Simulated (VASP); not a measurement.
A run of VASP 6.6.1 is set up as follows.

INCAR

```
  PREC = Accurate
  ENCUT = 520
  EDIFF = 1E-7
  ISMEAR = 0
  SIGMA = 0.05
  LREAL = False
  LASPH = True
  NELM = 60
  ALGO = Fast
  ISIF = 2
  LWAVE = False
  LCHARG = True
  GGA = CA
  LELF = True
  LVHAR = True
  NBANDS = 11
```

The input KPOINTS:

```
Automatic mesh
0
Gamma
  10 10 10
```

File POSCAR:

```
AlN
1.0
    0.0000000000      2.0345180000      2.0345180000
    2.0345180000      0.0000000000      2.0345180000
    2.0345180000      2.0345180000      0.0000000000
Al N
1 1
Direct
    0.5000000000      0.5000000000      0.5000000000
    0.0000000000      0.0000000000      0.0000000000
```

Potentials or basis: VASP PAW LDA potentials, release 64 (Al, N).

Run with:

```bash
$ cat potpaw_LDA.64/Al/POTCAR potpaw_LDA.64/N/POTCAR > POTCAR
$ mpirun -np 1 vasp_std > vasp.out
```

Problem. Predict the band gap on the k mesh.

Solution. 4.28 eV, indirect (least direct gap 5.50 eV).

Problem. Estimate the pressure.

Solution. -10.3 GPa.

A k mesh can miss the band edges.
